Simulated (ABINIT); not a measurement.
Runs of ABINIT 10.8.3 (patched build) on WC (Qusongite). The structure is hexagonal, space group P-6m2 (No. 187). Conventional cell: a = 2.907 Å, b = 2.907 Å, c = 2.837 Å, α = 90.00°, β = 90.00°, γ = 120.00°. W (site symmetry -6m2) has 6 C at 2.20 Å as nearest neighbours. C (site symmetry -6m2) has 6 W at 2.20 Å as nearest neighbours. 

| task | level | cell | k mesh | cutoff (eV) | fine-grid cutoff | cell freedom (optcell) | cutoff smearing ecutsm (Ha) | optimiser (ionmov) | force stop (Ha/bohr) | mesh quality | gap on the mesh (eV) | pressure (GPa) | V0 of scaled cells (Å³/atom) | relaxed volume (Å³/atom) | B0 (GPa) |
| --- | --- | --- | --- | --- | --- | --- | --- | --- | --- | --- | --- | --- | --- | --- | --- |
| single point | PBE | as given | 4 × 4 × 4 | 517 | 1034.03 eV | - | - | - | - | coarse | none | 6.9 | - | - | - |
| equation of state | RPBE | as given | 10 × 10 × 9 | 517 | 1034.03 eV | - | - | - | - | not flagged | - | - | 10.67 | - | (c) |
| relaxation of cell and atoms | revPBE+D3 | relaxed | 10 × 10 × 9 | 544 | 1088.46 eV | 2 | 0.5 | 2 | 0.0005 | not flagged | none | 0.0 | - | 10.40 | - |
| equation of state | RPBE+D4 | as given | 10 × 10 × 9 | 517 | 1034.03 eV | - | - | - | - | not flagged | - | - | (a) | - | (b) |
| relaxation of cell and atoms | PBE+D3 | relaxed | 10 × 10 × 9 | 544 | 1088.46 eV | 2 | 0.5 | 2 | 0.0001 | not flagged | none | 0.0 | - | 10.42 | - |
| equation of state | rPW86PBE | as given | 10 × 10 × 9 | 517 | 1034.03 eV | - | - | - | - | not flagged | - | - | 10.85 | - | 362 |
| band structure | BP86 | as given | 10 × 10 × 9 | 517 | 1034.03 eV | - | - | - | - | not flagged | none | 8.2 | - | - | - |
| single point | r2SCAN | as given | 13 × 13 × 12 | 626 | 1224.51 eV | - | - | - | - | not flagged | none | - | - | - | - |

Alike in all rows: potentials or basis JTH PAW PBE v2.0; no spin polarisation; smearing fermi-dirac 0.05 eV.

Q: Fill in the values left out.

A: (a) 10.30; (b) 409; (c) 378.

Caveats: some runs use coarse meshes; the PAW data sets were made with another functional, which shifts forces and pressure a little (some runs); pressures at fixed basis lie under the slope of the energies (some runs); the cell was scaled at fixed shape and fractional positions, which overstates the stiffness of a crystal with free parameters, most of all of layers and chains (some runs); pairwise dispersion overbinds metals, which lowers pressure and volume (some runs).

A k mesh can miss the band edges, and the runs leave out spin-orbit coupling on W.

A gap of «none» marks a metal or a gap under the smearing width.

Not every run made on this cell is shown here.
